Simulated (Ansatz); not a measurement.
In:

```
In
1.0
     3.33548    0.00000    0.00000
    -1.66774    2.88861    0.00000
     0.00000    0.00000    5.50914
In
2
Direct
  0.66667 0.33333 0.75000
  0.33333 0.66667 0.25000
```

This isn't the form of In at room conditions, which is tetragonal.

| Quantity | Value |
| --- | --- |
| Program | Ansatz 0.2.0 |
| Task | relaxation of cell and atoms |
| Functional | RPBE |
| Potentials or basis | all-electron LAPW, relativistic spinors |
| Basis error allowed | 0.001 eV/atom |
| k mesh | 7 × 7 × 4 |
| Occupations | methfessel-paxton, width 0.2 eV |
| Spin | spin-orbit coupling, no magnetisation |

At the start: volume 26.54 Å³/atom.

Problem. Where does the relaxation end?

Solution. Over 5 steps the energy falls by 17.1 meV/atom and the volume is 28.64 Å³/atom (+7.9 %); space group P6_3/mmc (No. 194, to 0.05 Å).

The path:
```
step  energy change (eV)  largest force (eV/Å)  volume (Å³)
   1              0.0000                0.0000        53.08
   2             -0.0326                0.0000        56.60
   3             -0.0341                0.0000        57.33
   4             -0.0342                0.0000        57.28
   5             -0.0342                0.0000        57.28
```

Final structure:
```
In
1.0
     3.42615    0.00000    0.00000
    -1.71307    2.96713    0.00000
     0.00000    0.00000    5.63440
In
2
Direct
  0.66667 0.33333 0.75000
  0.33333 0.66667 0.25000
```

Caveat: the k mesh is thin for a metal, which can move the energy by tens of meV per atom.
